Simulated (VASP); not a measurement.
Runs of VASP 6.6.1 on Cu. Symmetry: Fm-3m, No. 225, cubic system. Conventional cell: a = 3.615 Å, b = 3.615 Å, c = 3.615 Å, α = 90.00°, β = 90.00°, γ = 90.00°. Cu (site symmetry m-3m) is surrounded by 12 Cu at 2.56 Å. 

```tsv
task	level	cell	cutoff (eV)	smearing	gap on the mesh (eV)	pressure (GPa)	relaxed volume (Å³/atom)
relaxation of cell and atoms	r2SCAN+rVV10	relaxed	600	methfessel-paxton 0.1 eV	none	0.0	(c)
relaxation of cell and atoms	BLYP	relaxed	600	fermi-dirac 0.05 eV	none	0.1	12.74
relaxation of cell and atoms	PBE+D3(BJ)	relaxed	600	fermi-dirac 0.05 eV	none	-0.1	(a)
single point	PBE	as given	520	gaussian 0.016 eV	none	2.2	-
band structure	SCAN	as given	520	fermi-dirac 0.05 eV	-	(b)	-
relaxation of cell and atoms	PBE+D4	relaxed	600	fermi-dirac 0.05 eV	none	0.0	11.44
relaxation of cell and atoms	LAK	relaxed	600	methfessel-paxton 0.1 eV	none	0.0	12.18
relaxation of cell and atoms	PBEsol+D3	relaxed	600	fermi-dirac 0.05 eV	none	0.0	10.87
relaxation of cell and atoms	PBEsol+D3(BJ)	relaxed	600	fermi-dirac 0.05 eV	none	-0.1	10.85
```

Alike in all rows: potentials or basis VASP PAW PBE potentials, release 64 (Cu); no spin polarisation; k mesh 13 × 13 × 13.

Question: Estimate the missing entries.

Answer: (a) 11.34; (b) -6.3; (c) 11.36.

Caveats: the PAW data sets were made with another functional, which shifts forces and pressure a little (some runs); pairwise dispersion overbinds metals, which lowers pressure and volume (some runs).

A k mesh can miss the band edges.

A gap of «none» marks a metal or a gap under the smearing width.

Not every run made on this cell is shown here.
